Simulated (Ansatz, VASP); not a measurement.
**Two plane-wave programs on C**

Contents of INCAR:

```
  PREC = Accurate
  ENCUT = 520
  EDIFF = 1E-8
  ISMEAR = -1
  SIGMA = 0.08
  LREAL = F
  LASPH = T
  NELM = 100
  ALGO = Normal
  ISIF = 2
  LWAVE = F
  LCHARG = F
  GGA = PE
  LEFG = T
  NBANDS = 11
```

File KPOINTS:

```
regular mesh
0
Gamma
  20 20 20
```

The input POSCAR:

```
C
1.0
    0.0000000000      1.7477320000      1.7834000000
    1.7477320000      0.0000000000      1.7834000000
    1.7477320000      1.7477320000      0.0000000000
C
2
Direct
    0.5000000000      0.5000000000      0.5000000000
    0.7500000000      0.7500000000      0.7500000000
```

Input for Ansatz:

```yaml
crystal:
  lattice:
    - [0.0, 1.747732, 1.7834]
    - [1.747732, 0.0, 1.7834]
    - [1.747732, 1.747732, 0.0]
  atoms:
    - { symbol: C, position: [0.5, 0.5, 0.5] }
    - { symbol: C, position: [0.75, 0.75, 0.75] }
kpoints:
  mp_grid: { grid: [20, 20, 20] }
scf:
  occupations: { method: fermi_dirac, width: 0.08 }
hamiltonian:
  xc: pbe
  pseudopotentials: { kind: paw }
output:
  forces: true
  stress: true
  eigenvalues: true
  efg: { contact_densities: true }
```

Change from the starting cell: equal xx and yy strain of -2 %, PAW files.

Alike in both runs: task electric field gradients; functional PBE; k mesh 20 × 20 × 20; occupations fermi-dirac, width 0.08 eV; no spin polarisation.

|  | VASP | Ansatz |
| --- | --- | --- |
| version | VASP 6.6.1 | Ansatz 0.2.0 |
| potentials or method | VASP PAW PBE potentials, release 64 (C) | PAW with Ansatz's default frozen-core files, scalar-relativistic |
| plane-wave cutoff (eV) | 520 | 420 |
| valence electrons in the cell | 8 | 8 |

```tsv
	VASP	Ansatz	Ansatz less VASP
gap on the k mesh at the Fermi level (eV)	3.96	3.97	+0.007
pressure (GPa)	21.7	20.9	-0.85
largest component of the traceless stress (GPa)	13.35	13.36	+0.011
Vzz of the field gradient on the site that differs most (V/Å²)	0.8	1.0	+0.22
```

Caveats: so large a pressure means that the cell lies far from this level's equilibrium, or that cutoff or potentials fall short (VASP).
